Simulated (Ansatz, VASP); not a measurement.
# Pb: VASP beside Ansatz

Contents of INCAR:

```
SYSTEM = Pb
PREC = Accurate
ENCUT = 520
EDIFF = 1E-7
ISMEAR = -1
SIGMA = 0.05
LREAL = .FALSE.
LASPH = .TRUE.
NELM = 100
ALGO = Normal
ISIF = 2
LWAVE = .FALSE.
LCHARG = .TRUE.
GGA = PS
LELF = .TRUE.
LVHAR = .TRUE.
NBANDS = 13
```

KPOINTS

```
regular mesh
0
G
  9 9 9
  0 0 0
```

POSCAR

```
Pb
1.0
   -2.0669040000      2.0504010000      2.0812470000
    1.9992480000     -1.9374810000      1.9006710000
    1.9910280000      1.8616050000     -1.9683270000
Pb
1
Direct
    0.0046640000     -0.0036750000      0.0031350000
```

Contents of input.yaml:

```yaml
crystal:
  lattice:
    - [-2.066904, 2.050401, 2.081247]
    - [1.999248, -1.937481, 1.900671]
    - [1.991028, 1.861605, -1.968327]
  atoms:
    - { symbol: Pb, position: [0.004664, -0.003675, 0.003135] }
hamiltonian:
  xc: pbesol
  pseudopotentials: { kind: paw }
kpoints:
  mp_grid: { grid: [9, 9, 9] }
scf:
  occupations: { method: fermi_dirac, width: 0.05 }
output:
  forces: true
  stress: true
  eigenvalues: true
```

Change from the starting cell: cell strained at random at fixed volume.

Alike in both runs: task single point; functional PBEsol; k mesh 9 × 9 × 9; occupations fermi-dirac, width 0.05 eV; no spin polarisation.

```csv
,VASP,Ansatz
version,VASP 6.6.1,Ansatz 0.2.0
potentials or method,"VASP PAW PBE potentials, release 64 (Pb_d)",Ansatz PAW
plane-wave cutoff (eV),520,420
valence electrons in the cell,14,14
```

Ansatz gave:

```
gap on the k mesh at the Fermi level (eV)       : none
pressure (GPa)                                  : -1.3
largest component of the traceless stress (GPa) : 0.34
```

Problem. Which values does VASP return?

Solution. gap on the k mesh at the Fermi level (eV): none; pressure (GPa): -1.4; largest component of the traceless stress (GPa): 0.33.

A gap of «none» marks a metal or a gap that the smearing closes.

Caveats: the PAW data sets were made with another functional, which shifts forces and pressure a little (VASP); the PAW data sets come from PBE, with cores solved anew for the run's functional, which leaves a small shift of forces and pressure (Ansatz). The runs have no spin-orbit coupling, so splittings on Pb are missing.
